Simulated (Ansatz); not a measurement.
Here is an Ansatz 0.2.0 calculation.

The input input.yaml:

```yaml
crystal:
  lattice:
    - [-2.6975585167, 2.6975585167, 2.6975585167]
    - [2.6975585167, -2.6975585167, 2.6975585167]
    - [2.6975585167, 2.6975585167, -2.6975585167]
  atoms:
    - { symbol: K, position: [0.0, 0.0, 0.0] }
kpoints:
  mp_grid: { grid: [7, 7, 7] }
scf:
  occupations: { method: gaussian, width: 0.05 }
hamiltonian:
  xc: rpbe
  pseudopotentials: { kind: all_electron, lapw: { basis_error: 0.001 } }
output:
  forces: true
  stress: true
  eigenvalues: true
```

Potentials or basis: all-electron LAPW, scalar-relativistic.

Command:

```console
$ ansatz run input.yaml --threads 1 --pin off --max-ram 3072MiB --backend cpu --events-out ev --progress --plain --runs-dir out
```

Task: What does it give for the band gap on the k mesh?

Result: None (metal or under the smearing width).

Task: Predict the pressure.

Result: 0.1 GPa.
